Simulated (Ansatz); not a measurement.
# Ta under changes of volume

One of the cells (18.010 Å³/atom); the others are scaled copies at fixed shape and fractional positions:

```
Ta
1.0
    -1.65128    1.65128    1.65128
     1.65128   -1.65128    1.65128
     1.65128    1.65128   -1.65128
Ta
1
Direct
  0.00000 0.00000 0.00000
```

* Program: Ansatz 0.2.0
* Functional: PBEsol
* Potentials or basis: Ansatz PAW
* Cutoff: 420 eV (not typed: the program's choice for these potentials)
* k mesh: 11 × 11 × 11
* Occupations: fermi-dirac, width 0.05 eV
* Spin: no spin polarisation

```csv
volume (Å³/atom),energy over the lowest point (meV/atom),pressure (GPa)
16.930,19.46,9.5
17.290,4.17,4.3
17.650,0.00,-0.2
18.010,5.72,-4.3
18.371,?,?
18.731,42.42,-11.3
19.091,71.58,-14.2
```

Question: What does the run at 18.371 Å³/atom give?

Answer: Energy over the lowest point 20.19 meV/atom; pressure -8.0 GPa.

Worked out: A Birch-Murnaghan fit of order 3 (a polynomial in V^(-2/3)) to the other rows has its minimum at 17.62 Å³/atom with B0 = V·E''(V) = 217 GPa and B' = 4.8. It gives 20.20 meV/atom at 18.371 Å³/atom, against the run's 20.19, and -dE/dV = -8.2 GPa, against -8.0.

Energies are extrapolated to zero smearing.

Caveats: the PAW data sets come from PBE, with cores solved anew for the run's functional, which leaves a small shift of forces and pressure.
